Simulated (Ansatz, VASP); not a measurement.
# Two plane-wave programs on Bi3S2

```
CELL_PARAMETERS angstrom
3.51407 2.02885 6.39614
-3.51407 2.02885 6.39614
0.00000 -4.05770 6.39614
ATOMIC_POSITIONS crystal
Bi 0.05625 0.44375 0.75000
Bi 0.75000 0.05625 0.44375
Bi 0.44375 0.75000 0.05625
Bi 0.94375 0.55625 0.25000
Bi 0.25000 0.94375 0.55625
Bi 0.55625 0.25000 0.94375
S 0.85218 0.85218 0.85218
S 0.64782 0.64782 0.64782
S 0.14782 0.14782 0.14782
S 0.35218 0.35218 0.35218
```

Alike in both runs: task single point; functional PBE; k mesh 3 × 3 × 3; occupations gaussian, width 0.1 eV; no spin polarisation.

```csv
,VASP,Ansatz
version,VASP 6.6.1,Ansatz 0.2.0
potentials or method,"VASP PAW PBE potentials, release 64 (Bi_d, S)","scalar-relativistic, plane waves, PAW"
plane-wave cutoff (eV),520,420
valence electrons in the cell,114,114
```

Ansatz gave:

| Property | Result |
| --- | --- |
| gap on the k mesh at the Fermi level (eV) | none |
| pressure (GPa) | 6.0 |
| largest component of the traceless stress (GPa) | 0.57 |
| rms of the force components (eV/Å) | 0.150 |

**Question.** Which values does VASP return?

**Answer.** gap on the k mesh at the Fermi level (eV): none; pressure (GPa): 5.9; largest component of the traceless stress (GPa): 0.57; rms of the force components (eV/Å): 0.151.

Atom by atom the forces differ by 0.001 eV/Å (rms over components). A gap of «none» marks a metal or a gap that the smearing closes.

Caveats: the k mesh is coarse (spacing up to 0.36 Å⁻¹), so the values aren't converged; spin-orbit coupling is left out, which moves the levels of the heavy elements.
